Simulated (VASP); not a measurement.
# MoS2 (P6_3/mmc) in VASP: a series of runs

Runs on MoS2. Level: PBE. Tasks: relaxation of cell and atoms.

Program: VASP 6.6.1. These are calculated values, not measurements. Logs are shortened: lines on timing, memory, paths and dates and some standing lists are left out, and cuts for length are marked.

### 1 Starting point

Symmetry: P6_3/mmc, No. 194, hexagonal system. The conventional cell has a = 3.169 Å, b = 3.169 Å, c = 12.324 Å, α = 90.00°, β = 90.00°, γ = 120.00°. Around Mo (site symmetry -6m2) lie 6 S at 2.41 Å. S (site symmetry 3m) is surrounded by 3 Mo at 2.41 Å.

### 2 Relaxation of cell and atoms, PBE

Input file INCAR:

```
SYSTEM = MoS2
ALGO = Normal ; EDIFF = 1E-6
EDIFFG = -0.01 ; ENCUT = 600
GGA = PE ; IBRION = 2
ISIF = 3 ; ISMEAR = 0
KPAR = 2 ; LASPH = .True.
LCHARG = .False. ; LREAL = .False.
LWAVE = .False. ; NELM = 80
NSW = 90 ; PREC = Accurate
SIGMA = 0.03
```

Input file KPOINTS:

```
k-points
0
Gamma
  12 12 3
  0 0 0
```

Input file POSCAR:

```
MoS2
1.0
    3.1690000000      0.0000000000      0.0000000000
   -1.5845000000      2.7444345046      0.0000000000
    0.0000000000      0.0000000000     12.3240000000
Mo S
2 4
Direct
    0.3333333333      0.6666666667      0.2500000000
    0.6666666667      0.3333333333      0.7500000000
    0.3333333333      0.6666666667      0.6230000000
    0.6666666667      0.3333333333      0.1230000000
    0.3333333333      0.6666666667      0.8770000000
    0.6666666667      0.3333333333      0.3770000000
```

Potentials or basis: VASP PAW PBE potentials, release 64 (Mo_sv, S).

Run with:

```bash
$ cat potpaw_PBE.64/Mo_sv/POTCAR potpaw_PBE.64/S/POTCAR > POTCAR
$ mpirun -np 2 vasp_std > vasp.out
```

OUTCAR:

```text
SYSTEM = MoS2
   EDIFF = 1E-6
   EDIFFG = -0.01
   ENCUT = 600
   GGA = PE
   IBRION = 2
   ISIF = 3
   ISMEAR = 0
   LASPH = .True.
   LREAL = .False.
   NELM = 80
   NSW = 90
   PREC = Accurate

 ion  position               nearest neighbor table
   1  0.333  0.667  0.250-   4 2.41   6 2.41   4 2.41   6 2.41   4 2.41   6 2.41
   2  0.667  0.333  0.750-   3 2.41   5 2.41   3 2.41   5 2.41   3 2.41   5 2.41
   3  0.333  0.667  0.623-   2 2.41   2 2.41   2 2.41
   4  0.667  0.333  0.123-   1 2.41   1 2.41   1 2.41
   5  0.333  0.667  0.877-   2 2.41   2 2.41   2 2.41
   6  0.667  0.333  0.377-   1 2.41   1 2.41   1 2.41

  LATTYP: Found a hexagonal cell.
 ALAT       =     3.1690000000
 C/A-ratio  =     3.8889239508

  Lattice vectors:

 A1 = (   3.1690000000,   0.0000000000,   0.0000000000)
 A2 = (  -1.5845000000,   2.7444345046,   0.0000000000)
 A3 = (   0.0000000000,   0.0000000000,  12.3240000000)

Analysis of symmetry for initial positions (statically):
=====================================================================
 Subroutine PRICEL returns:
 Original cell was already a primitive cell.

 Routine SETGRP: Setting up the symmetry group for a
 hexagonal supercell.

 Subroutine GETGRP returns: Found 24 space group operations
 (whereof 12 operations were pure point group operations)
 out of a pool of 24 trial point group operations.

The static configuration has the point symmetry D_3d.
 The point group associated with its full space group is D_6h.

Analysis of symmetry for dynamics (positions and initial velocities):
=====================================================================
 Subroutine PRICEL returns:
 Original cell was already a primitive cell.

 Routine SETGRP: Setting up the symmetry group for a
 hexagonal supercell.

 Subroutine GETGRP returns: Found 24 space group operations
 (whereof 12 operations were pure point group operations)
 out of a pool of 24 trial point group operations.

The dynamic configuration has the point symmetry D_3d.
 The point group associated with its full space group is D_6h.

 Subroutine INISYM returns: Found 24 space group operations
 (whereof 12 operations are pure point group operations),
 and found     1 'primitive' translations

----------------------------------------------------------------------------------------

                                     Primitive cell

  volume of cell :     107.1832

  direct lattice vectors                    reciprocal lattice vectors
     3.169000000  0.000000000  0.000000000     0.315556958  0.182186895  0.000000000
    -1.584500000  2.744434505  0.000000000     0.000000000  0.364373789  0.000000000
     0.000000000  0.000000000 12.324000000     0.000000000  0.000000000  0.081142486

  length of vectors
     3.169000000  3.169000000 12.324000000     0.364373789  0.364373789  0.081142486

  position of ions in fractional coordinates (direct lattice)
     0.333333333  0.666666667  0.250000000
     0.666666667  0.333333333  0.750000000
     0.333333333  0.666666667  0.623000000
     0.666666667  0.333333333  0.123000000
     0.333333333  0.666666667  0.877000000
     0.666666667  0.333333333  0.377000000

  ion indices of the primitive-cell ions
   primitive index   ion index
                 1           1
                 2           2
                 3           3
                 4           4
                 5           5
                 6           6

----------------------------------------------------------------------------------------

 KPOINTS: k-points

Automatic generation of k-mesh.
 Grid dimensions read from file:
 generate k-points for:   12   12    3

 Generating k-lattice:

  Cartesian coordinates                     Fractional coordinates (reciprocal lattice)
     0.026296413  0.015182241  0.000000000     0.083333333  0.000000000  0.000000000
     0.000000000  0.030364482  0.000000000     0.000000000  0.083333333  0.000000000
     0.000000000  0.000000000  0.027047495     0.000000000  0.000000000  0.333333333

  Length of vectors
     0.030364482  0.030364482  0.027047495

  Shift w.r.t. Gamma in fractional coordinates (k-lattice)
     0.000000000  0.000000000  0.000000000

 Subroutine IBZKPT returns following result:
 ===========================================

 Found     38 irreducible k-points:

 Following reciprocal coordinates:
            Coordinates               Weight
  0.000000  0.000000  0.000000      1.000000
  0.083333  0.000000  0.000000      6.000000
  0.166667 -0.000000  0.000000      6.000000
  0.250000 -0.000000  0.000000      6.000000
  0.333333 -0.000000  0.000000      6.000000
  0.416667 -0.000000  0.000000      6.000000
[... 16 lines left out ...]
  0.250000 -0.000000  0.333333     12.000000
  0.333333 -0.000000  0.333333     12.000000
 [... further k-points ...]
   k-points           NKPTS =     38   k-points in BZ     NKDIM =     38   number of bands    NBANDS=     31
   number of dos      NEDOS =    301   number of ions     NIONS =      6
   total plane-waves  NPLWV =  76832
   dimension x,y,z NGX =    28 NGY =   28 NGZ =   98
   dimension x,y,z NGXF=    56 NGYF=   56 NGZF=  196
   ions per type =               2   4
   NGX,Y,Z   is equivalent  to a cutoff of  14.69, 14.69, 13.22 a.u.
   NGXF,Y,Z  is equivalent  to a cutoff of  29.38, 29.38, 26.44 a.u.
 SYSTEM =  MoS2
   PREC   = accura    normal or accurate (medium, high low for compatibility)
   ISTART =      0    job   : 0-new  1-cont  2-samecut
   ICHARG =      2    charge: 1-file 2-atom 10-const
   ISPIN  =      1    spin polarized calculation?
   LNONCOLLINEAR =      F non collinear calculations
   LSORBIT =      F    spin-orbit coupling
   LASPH  =      T    aspherical Exc in radial PAW
   ENCUT  =  600.0 eV  44.10 Ry    6.64 a.u.   6.33  6.33 24.61*2*pi/ulx,y,z
   NELM   =     80;   NELMIN=  2; NELMDL= -5     # of ELM steps
   EDIFF  = 0.1E-05   stopping-criterion for ELM
   LREAL  =      F    real-space projection
   EDIFFG = -.1E-01   stopping-criterion for IOM
   NSW    =     90    number of steps for IOM
   IBRION =      2    ionic relax: 0-MD 1-quasi-New 2-CG
   NFREE  =      1    steps in history (QN), initial steepest desc. (CG)
   ISIF   =      3    stress and relaxation
   ISYM   =      2    0-nonsym 1-usesym 2-fastsym
   POTIM  = 0.5000    time-step for ionic-motion
   TEBEG  =    0.0;   TEEND  =   0.0 temperature during run
   PSTRESS=    0.0 pullay stress
   NELECT =      52.0000    total number of electrons
   NUPDOWN=      -1.0000    fix difference up-down
   EMIN   =  10.00;   EMAX   =-10.00  energy-range for DOS
   EFERMI =   0.00;   METHOD = LEGACY
   ISMEAR =     0;   SIGMA  =   0.03  broadening in eV -4-tet -1-fermi 0-gaus
   EFERMI_NEDOS =   21; number of points for ismear=-14 and -15
   IALGO  =     38    algorithm
   IMIX   =      4    mixing-type and parameters
     AMIX     =   0.40;   BMIX     =  1.00
     AMIX_MAG =   1.60;   BMIX_MAG =  1.00
  volume/ion in A,a.u.               =      17.86       120.55
  Fermi-wavevector in a.u.,A,eV,Ry     =   1.286373  2.430893 22.514325  1.654756
  Thomas-Fermi vector in A             =   2.418452
   LORBIT       =      0    0 simple, 1 ext, 2 COOP (PROOUT), +10 PAW based schemes
   GGA     = PE    functional components
   LHFCALC =     F    Hartree Fock is set to
   AEXX    =    0.0000 exact exchange contribution
   IVDW    =     0    specifies the selected vdW correction
   LEPSILON=     F    determine dielectric tensor
   LRPA    =     F    only Hartree local field effects (RPA)
 conjugate gradient relaxation of ions
 non-spin polarized calculation
 Gauss-broadening in eV      SIGMA  =   0.03
  energy-cutoff  :      600.00
  volume of cell :      107.18
 maximum number of plane-waves:      3603
 NGX is ok and might be reduce to    28
   NGX = 13   NGY = 13   NGZ = 49

--------------------------------------- Ionic step        1  -------------------------------------------

 number of electron      52.0000000 magnetization

 Free energy of the ion-electron system (eV)
  ---------------------------------------------------
  ext. energy  EPLUGINS =         0.00000000
  ---------------------------------------------------
  free energy    TOTEN  =       -43.61556826 eV

  energy without entropy =      -43.61556826  energy(sigma->0) =      -43.61556826

------------------------ aborting loop because EDIFF is reached ----------------------------------------

  FORCE on cell =-STRESS in cart. coord.  units (eV):
  Direction    XX          YY          ZZ          XY          YZ          ZX
  --------------------------------------------------------------------------------------
  -------------------------------------------------------------------------------------
  Total        1.1571275      1.1571275      1.3881813      0.0000000     -0.0000000      0.0000000
  in kB       17.2967691     17.2967691     20.7505677      0.0000000     -0.0000000      0.0000000
  external PRESSURE =      18.4480353 kB  Pullay stress =       0.0000000 kB
[... 101 lines left out ...]
  FREE ENERGIE OF THE ION-ELECTRON SYSTEM (eV)
  ---------------------------------------------------
  free  energy   TOTEN  =       -43.6254523685 eV

  energy  without entropy=      -43.6254523685  energy(sigma->0) =      -43.62545237

 E-fermi :   6.6071     XC(G=0): -10.2320

 val. band max:        6.2939552905   @ k =   0.0000   0.0000   0.0000
 cond. band min:       7.3659761255   @ k =   0.3333   0.3333   0.0000
 fundamental gap:      1.0720208349
 Fermi energy:         6.6071064310

 k-point     1 :       0.0000    0.0000    0.0000
  band No.  band energies     occupation
      1     -55.1009      2.00000
      2     -55.1009      2.00000
      3     -29.2299      2.00000
      4     -29.2299      2.00000
      5     -29.0477      2.00000
      6     -29.0477      2.00000
[... 805 lines left out ...]
     30       8.2439      0.00000
     31       9.1003      0.00000

 [... further k-points ...]

[... ionic steps 4 to 27 ...]

--------------------------------------- Ionic step       28  -------------------------------------------

 number of electron      51.9999993 magnetization

------------------------ aborting loop because EDIFF is reached ----------------------------------------
[... 75 lines left out ...]
--------------------------------------- Ionic step       30  -------------------------------------------

 number of electron      51.9999998 magnetization

 Free energy of the ion-electron system (eV)
  ---------------------------------------------------
  ext. energy  EPLUGINS =         0.00000000
  ---------------------------------------------------
  free energy    TOTEN  =       -43.70784108 eV

  energy without entropy =      -43.70784108  energy(sigma->0) =      -43.70784108

 E-fermi :   5.3807     XC(G=0):  -9.6762

 val. band max:        5.1963385657   @ k =   0.0000   0.0000   0.0000
 cond. band min:       6.6034017631   @ k =   0.3333   0.3333   0.0000
 fundamental gap:      1.4070631973
 Fermi energy:         5.3807392212

 k-point     1 :       0.0000    0.0000    0.0000
  band No.  band energies     occupation
      1     -55.9307      2.00000
      2     -55.9307      2.00000
      3     -30.0691      2.00000
      4     -30.0691      2.00000
      5     -29.8667      2.00000
      6     -29.8667      2.00000
[... 805 lines left out ...]
     30       7.3483      0.00000
     31       8.2774      0.00000

 [... further k-points ...]

------------------------ aborting loop because EDIFF is reached ----------------------------------------

  FORCE on cell =-STRESS in cart. coord.  units (eV):
  Direction    XX          YY          ZZ          XY          YZ          ZX
  --------------------------------------------------------------------------------------
  -------------------------------------------------------------------------------------
  Total        0.0147085      0.0147085     -0.0279315      0.0000000      0.0000000      0.0000000
  in kB        0.1872627      0.1872627     -0.3556121      0.0000000      0.0000000      0.0000000
  external PRESSURE =       0.0063045 kB  Pullay stress =       0.0000000 kB
[... 21 lines left out ...]
  FREE ENERGIE OF THE ION-ELECTRON SYSTEM (eV)
  ---------------------------------------------------
  free  energy   TOTEN  =       -43.7078410790 eV

  energy  without entropy=      -43.7078410790  energy(sigma->0) =      -43.70784108

 reached required accuracy - stopping structural energy minimisation
```

Wall time 19 min (2 MPI ranks of Intel Xeon Platinum 8559C (Emerald Rapids), shared host); peak memory 0.35 GiB.

Results:

- Free energy: -43.7078 eV
- Relaxed volume: 20.97 Å³/atom
- Relaxed cell: a = 3.184 Å, b = 3.184 Å, c = 14.332 Å, α = 90.00°, β = 90.00°, γ = 120.00°
- Space group after relaxing (to 0.05 Å): P6_3/mmc (No. 194)
- Energy gained by relaxing: 15.4 meV/atom
- Ionic steps: 30
- Pressure after relaxing: 0.0 GPa
- Largest force after relaxing: 0.004 eV/Å
- Band gap on the k mesh: 1.41 eV, indirect (least direct gap 1.67 eV)

Forces on the atoms (eV/Å):
```
Mo   0.000  0.000  0.000
Mo   0.000  0.000  0.000
S    0.000  0.000  0.004
S    0.000  0.000  0.004
S    0.000  0.000 -0.004
S    0.000  0.000 -0.004
```

The path:
```
step  energy change (eV)  largest force (eV/Å)  pressure (GPa)  volume (Å³)
   1              0.0000                0.0787            1.84       107.18
   2             -0.0015                0.4792           -2.05       110.41
   3             -0.0099                0.2915           -0.20       108.85
   4             -0.0225                0.1768           -0.19       109.79
   5             -0.0311                0.0806           -0.02       111.87
   6             -0.0372                0.0753           -0.07       112.36
   7             -0.0525                0.0618           -0.21       113.84
   8             -0.0728                0.0454           -0.31       116.80
   9             -0.0894                0.0720            0.00       122.66
  10             -0.0911                0.0964            0.25       125.35
  11             -0.0851                0.2081            1.01       130.70
  12             -0.0031                0.7818           -4.25       137.63
  13             -0.0890                0.0200           -0.02       131.94
  14             -0.0890                0.0240           -0.02       131.91
  15             -0.0880                0.1176            0.51       131.31
  16             -0.0890                0.0279            0.02       131.89
  17             -0.0891                0.0208            0.05       131.65
  18             -0.0893                0.0069            0.11       131.20
  19             -0.0894                0.0015            0.08       131.16
  20             -0.0896                0.0140           -0.03       131.05
  21             -0.0898                0.0453           -0.24       130.82
  22             -0.0898                0.0443           -0.23       130.77
  23             -0.0900                0.0396           -0.23       130.62
  24             -0.0903                0.0301           -0.23       130.30
  25             -0.0908                0.0114           -0.21       129.68
  26             -0.0912                0.0293           -0.14       128.43
  27             -0.0915                0.0344           -0.06       127.89
  28             -0.0920                0.0509            0.22       126.28
  29             -0.0923                0.0121           -0.04       125.77
  30             -0.0923                0.0037            0.00       125.84
```

Final structure:
```xyz
6
Lattice="3.1841 0.0000 0.0000 -1.5921 2.7575 0.0000 0.0000 0.0000 14.3322" Properties=species:S:1:pos:R:3 pbc="T T T"
Mo    0.0000    1.8384    3.5830
Mo    1.5921    0.9192   10.7491
S     0.0000    1.8384    9.1868
S     1.5921    0.9192    2.0207
S     0.0000    1.8384   12.3115
S     1.5921    0.9192    5.1454
```

Caveat: the volume moved by over 15 % at a fixed basis, so the end points are rough; an odd mesh through Γ misses points on the zone boundary, where band edges often lie; this functional lacks dispersion, which binds the layers, so the pressure and a relaxed spacing across them are unreliable, and here the layers came unbound; the volume moved by +17 % from the deposited cell, more than functionals usually miss.

### 3 Relaxation of cell and atoms, PBE

This run uses another cell than the first one, of 20.97 Å³/atom, 1.174 times its volume.

Edit INCAR of step 2 so:

```diff
@@ -1,4 +1,4 @@
 SYSTEM = MoS2
-ALGO = Normal ; EDIFF = 1E-6
-EDIFFG = -0.01 ; ENCUT = 600
+ALGO = Normal ; EDIFF = 1E-7
+EDIFFG = -0.005 ; ENCUT = 600
 GGA = PE ; IBRION = 2
```

KPOINTS is that of step 2.

Input file POSCAR:

```
MoS2                                    
1.0
    3.1841422938      0.0000000000      0.0000000000
   -1.5920711469      2.7575481157     -0.0000000000
    0.0000000000     -0.0000000000     14.3321729865
  Mo              S             
     2     4
Direct
     0.3333333332999970    0.6666666667000030    0.2500000000000000
     0.6666666667000030    0.3333333332999970    0.7500000000000000
     0.3333333332999970    0.6666666667000030    0.6409914011311042
     0.6666666667000030    0.3333333332999970    0.1409914011311040
     0.3333333332999970    0.6666666667000030    0.8590085988688958
     0.6666666667000030    0.3333333332999970    0.3590085988688960
```

Potentials or basis: VASP PAW PBE potentials, release 64 (Mo_sv, S).

Run with:

```bash
$ cat potpaw_PBE.64/Mo_sv/POTCAR potpaw_PBE.64/S/POTCAR > POTCAR
$ mpirun -np 2 vasp_std > vasp.out
```

It took 2.5 min on 2 MPI ranks of Intel Xeon Platinum 8559C (Emerald Rapids), shared host; peak memory 0.38 GiB.

Results (log left out):

```
Free energy                  : -43.7160 eV
Pressure after relaxing      : 0.0 GPa
Largest force after relaxing : 0.004 eV/Å
Band gap on the k mesh       : 1.41 eV, indirect (least direct gap 1.67 eV)
```

Forces in eV/Å, atoms in the order of the input:
```
Mo   0.000  0.000  0.000
Mo   0.000  0.000  0.000
S    0.000  0.000  0.004
S    0.000  0.000  0.004
S    0.000  0.000 -0.004
S    0.000  0.000 -0.004
```

Final structure:
```yaml
crystal:
  lattice:
    - [3.18414, 0.00000, 0.00000]
    - [-1.59207, 2.75755, 0.00000]
    - [0.00000, 0.00000, 14.33217]
  atoms:
    - { symbol: Mo, position: [0.33333, 0.66667, 0.25000] }
    - { symbol: Mo, position: [0.66667, 0.33333, 0.75000] }
    - { symbol: S, position: [0.33333, 0.66667, 0.64099] }
    - { symbol: S, position: [0.66667, 0.33333, 0.14099] }
    - { symbol: S, position: [0.33333, 0.66667, 0.85901] }
    - { symbol: S, position: [0.66667, 0.33333, 0.35901] }
```

Levels at points of the mesh, in eV from the valence-band top:
| k point | band 22 | band 23 | band 24 | band 25 | band 26 | band 27 | band 28 | band 29 | band 30 | band 31 |
| --- | --- | --- | --- | --- | --- | --- | --- | --- | --- | --- |
| (0.00, 0.00, 0.00) | -1.76 | -1.76 | -1.63 | -0.49 | 0.00 | 2.50 | 2.50 | 2.50 | 2.50 | 2.74 |
| (0.50, 0.00, 0.00) | -2.12 | -1.25 | -1.23 | -0.90 | -0.89 | 1.98 | 1.99 | 2.45 | 2.53 | 3.46 |

Caveat: the relaxation stopped at its first step, so nothing moved; an odd mesh through Γ misses points on the zone boundary, where band edges often lie; this functional lacks dispersion, which binds the layers, so the pressure and a relaxed spacing across them are unreliable.
